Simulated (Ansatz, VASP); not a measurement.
# Two plane-wave programs on C

```xyz
6
Lattice="2.5255 0.0000 0.0000 0.0000 2.5255 0.0000 0.0000 0.0000 20.4645" Properties=species:S:1:pos:R:3 pbc="T T T"
C     1.8941    0.0000    8.0805
C     0.6314    0.0000    8.8569
C     0.6314    1.2628    9.8014
C     1.8941    1.2628   10.6631
C     1.8941    0.0000   11.6076
C     0.6314    0.0000   12.3840
```

Alike in both runs: functional PBE; k mesh 12 × 12 × 1; occupations fermi-dirac, width 0.02 eV; no spin polarisation.

Ansatz relaxed the structure, and its values are those at the end. VASP's run is a single point on that final structure, the one shown.

|  | VASP | Ansatz |
| --- | --- | --- |
| version | VASP 6.6.1 | Ansatz 0.2.0 |
| potentials or method | VASP PAW PBE potentials, release 64 (C) | PAW with Ansatz's default frozen-core files, scalar-relativistic |
| plane-wave cutoff (eV) | 520 | 420 |
| valence electrons in the cell | 24 | 24 |

```csv
,VASP,Ansatz,Ansatz less VASP
rms of the force components (eV/Å),0.016,0.002,-0.0148
```

With one functional, cell and mesh, what is left measures potentials, basis and numerics. Ansatz warned: «stress_scf_threshold_loose».
